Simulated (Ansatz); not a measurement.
Guessed and relaxed cells of Sn

The cell of Sn is invented: 4-connected net of one element (Fd-3m, No. 227). Its size is a rough estimate.

POSCAR.start

```
Sn
1.0
     0.00000    7.34195    7.34195
     7.34195    0.00000    7.34195
     7.34195    7.34195    0.00000
Sn
8
Cartesian
  0.9483 6.3936 6.3936
  2.7227 2.7227 2.7227
  4.6193 4.6193 2.7227
  4.6193 2.7227 4.6193
  6.3936 0.9483 6.3936
  0.9483 0.9483 0.9483
  6.3936 6.3936 0.9483
  2.7227 4.6193 4.6193
```

The calculation used Ansatz 0.2.0, DFT PBE, scalar-relativistic, plane waves, PAW. Cutoff 420 eV, Gaussian smearing, Γ-centred meshes. Cell and atoms relax first on a coarse mesh and then on a finer one. In between, the cell is made exact in the group found at 0.06 Å. In metals the finer mesh still leaves noise of several meV/atom or more. The steps can't lower the symmetry of their start. No spin polarisation.

POSCAR.end

```
Sn
1.0
     0.00000    7.51074    7.51074
     7.51074    0.00000    7.51074
     7.51074    7.51074    0.00000
Sn
8
Direct
  0.78597 0.07134 0.07134
  0.17866 0.17866 0.17866
  0.17866 0.17866 0.46403
  0.17866 0.46403 0.17866
  0.07134 0.78597 0.07134
  0.07134 0.07134 0.07134
  0.07134 0.07134 0.78597
  0.46403 0.17866 0.17866
```

The symmetry stays Fd-3m (No. 227). The volume per atom grows by 7.1 %, from 98.9 to 105.9 Å³. The shortest distance goes from 2.68 Å (Sn–Sn) to 2.79 Å (Sn–Sn). The energy falls by about 0.46 eV/atom (the start's value is from the coarse mesh).

```json
{"Volume per atom": "105.92 Å³", "Density": "1.86 g/cm³", "Energy over the standard state": "+0.80 eV/atom", "Gap on the 6×6×6 mesh of the 8-atom cell": "0 eV (a metal)"}
```

Energies count from the standard state of Sn at the same level. The references include grey tin. So it is a metastable form at best.

The last run used Gaussian smearing of 0.10 eV. A structure relaxed within its symmetry needn't be a true minimum. In all, the 3 runs took 80 s on 1 thread of AMD EPYC 9R45 96-Core Processor (Zen 5), on a shared host. Another cell of Sn relaxed alike, in P6_422, lies 0.69 eV/atom lower, so this cell isn't the stable form at this level.
